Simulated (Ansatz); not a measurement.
A run of Ansatz 0.2.0:

Contents of input:

```
crystal:
  lattice:
    - [0.0, 3.2319988239, 3.2319988239]
    - [3.2319988239, 0.0, 3.2319988239]
    - [3.2319988239, 3.2319988239, 0.0]
  atoms:
    - { symbol: Te, position: [0.25, 0.25, 0.25] }
    - { symbol: Mg, position: [0.0, 0.0, 0.0] }
hamiltonian:
  xc: hse06
  pseudopotentials: { kind: paw_fr }
magnetization:
  noncollinear: true
  spin_orbit: true
kpoints:
  mp_grid: { grid: [3, 3, 3] }
scf:
  occupations: { method: fermi_dirac, width: 0.05 }
output:
  forces: true
  stress: true
  eigenvalues: true
  write_density: true
  write_potential: true
  elf: true
  volumetric_format: npy
```

Hardware: 1 × NVIDIA H100 80GB HBM3 with 2 threads of AMD EPYC 7R13 Processor (Zen 3), with other jobs on the host.

Task: How long does it take, and how much memory?

Result: It took 21 s on 1 × NVIDIA H100 80GB HBM3 with 2 threads of AMD EPYC 7R13 Processor (Zen 3) (shared host), peak memory 1.4 GiB. Counts: scf iterations 14, plane waves 1363, k points 4, bands 34.
